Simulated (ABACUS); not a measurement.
Wanted: the native input for an ABACUS 3.10.1 run.

```yaml
Task: single point
Functional: OLYP
Potentials_or_basis: PseudoDojo NC SR 0.5 PBE standard
Cutoff: 558 eV
Density_cutoff: 2231 eV
Basis: plane waves
k_mesh: 9 × 9 × 9
Occupations: fermi-dirac, width 0.05 eV
Spin: no spin polarisation
Radial_cutoff_of_the_potentials_pseudo_rcut: 10 bohr
SCF_threshold_on_the_density: 1e-08
Max_SCF_steps: 100
Eigensolver: dav
Mixing: broyden
Mixing_share: 0.7
Symmetry_key: 1
Bands: 12
```

Crystal: Al.

```
Al
1.0
     0.00000    2.02481    2.02481
     2.02481    0.00000    2.02481
     2.02481    2.02481    0.00000
Al
1
Cartesian
  0.0000 0.0000 0.0000
```

The input as run:

INPUT

```
INPUT_PARAMETERS
suffix              Al
calculation         scf
basis_type          pw
pseudo_dir          ./
symmetry            1
dft_functional      GGA_X_OPTX+GGA_C_LYP
ecutwfc             41
pseudo_rcut         10
nspin               1
nbands              12
ks_solver           dav
smearing_method     fd
smearing_sigma      0.00367493
scf_thr             1e-08
scf_nmax            100
mixing_type         broyden
mixing_beta         0.7
cal_force           1
cal_stress          1
out_chg             1
kpar                4
```

STRU

```
ATOMIC_SPECIES
Al 26.9815 Al.upf

LATTICE_CONSTANT
1.8897261246

LATTICE_VECTORS
0.0000000000 2.0248050000 2.0248050000
2.0248050000 0.0000000000 2.0248050000
2.0248050000 2.0248050000 0.0000000000

ATOMIC_POSITIONS
Cartesian

Al
0.0
1
0.0000000000 0.0000000000 0.0000000000 1 1 1
```

KPT

```
K_POINTS
0
Gamma
9 9 9 0 0 0
```

Potentials or basis: PseudoDojo NC SR 0.5 PBE standard, plane waves.

Command:

```sh
$ OMP_NUM_THREADS=1 mpirun -np 4 abacus > log
```

Results of the run:

| Quantity | Value |
| --- | --- |
| Pressure | -3.5 GPa |
| Band gap on the k mesh | none (metal or under the smearing width) |

Caveat: the potentials were made for another functional, which shifts forces and pressure.

Run time: 0.95 s on 4 MPI ranks on AMD EPYC 7R13 Processor (Zen 3), with other jobs on the host, peak memory 0.2 GiB a rank.
